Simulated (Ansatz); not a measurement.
# Mn: the cost of one run

Method: DFT PBEsol, scalar-relativistic, plane waves, PAW, in Ansatz 0.2.0.

1 further run of the same task is left out (set aside as unsound or not needed).

### 1 Starting point

Symmetry: Fd-3m, No. 227, cubic system. The conventional cell has a = 6.541 Å, b = 6.541 Å, c = 6.541 Å, α = 90.00°, β = 90.00°, γ = 90.00°. Mn (site symmetry -43m) has 4 Mn at 2.83 Å as nearest neighbours.

Coordinates:

```cif
data_structure
_symmetry_space_group_name_H-M 'Fd-3m:1'
_symmetry_Int_Tables_number 227
_cell_length_a 6.5407
_cell_length_b 6.5407
_cell_length_c 6.5407
_cell_angle_alpha 90.000
_cell_angle_beta 90.000
_cell_angle_gamma 90.000
_cell_volume 279.82
loop_
_atom_site_label
_atom_site_type_symbol
_atom_site_symmetry_multiplicity
_atom_site_Wyckoff_symbol
_atom_site_fract_x
_atom_site_fract_y
_atom_site_fract_z
_atom_site_occupancy
Mn1 Mn 8 b 0.00000 0.00000 0.50000 1
```

### 2 Sn -> Mn on all its sites, cell and atoms relaxed

File input.yaml:

```yaml
crystal:
  lattice:
    - [0.0, 3.2703517034, 3.2703517034]
    - [3.2703517034, 0.0, 3.2703517034]
    - [3.2703517034, 3.2703517034, 0.0]
  atoms:
    - { symbol: Mn, position: [0.0, 0.0, 0.0], spin: 4.71 }
    - { symbol: Mn, position: [0.25, 0.25, 0.25], spin: 4.71 }
basis:
  ecutwfc: 420
kpoints:
  mp_grid: { grid: [12, 12, 12] }
hamiltonian:
  xc: pbesol
scf:
  occupations: { method: gaussian, width: 0.1 }
output:
  forces: true
  stress: true
  eigenvalues: true
  populations: true
magnetization:
  spin_polarized: true
relax:
  adjacent_minimum: "off"
  f_tol: 0.01
  max_steps: 60
  cell: { stress_tol: 0.1 }
```

On the command line:

```bash
> ansatz run input.yaml --threads 1 --pin off --max-ram 2560MiB --backend cpu --events-out ev --progress --plain --runs-dir out
```

What time and memory should one allow on 1 thread of Arm Neoverse N1, shared host?

About 2.9 min, with a peak of 0.47 GiB.
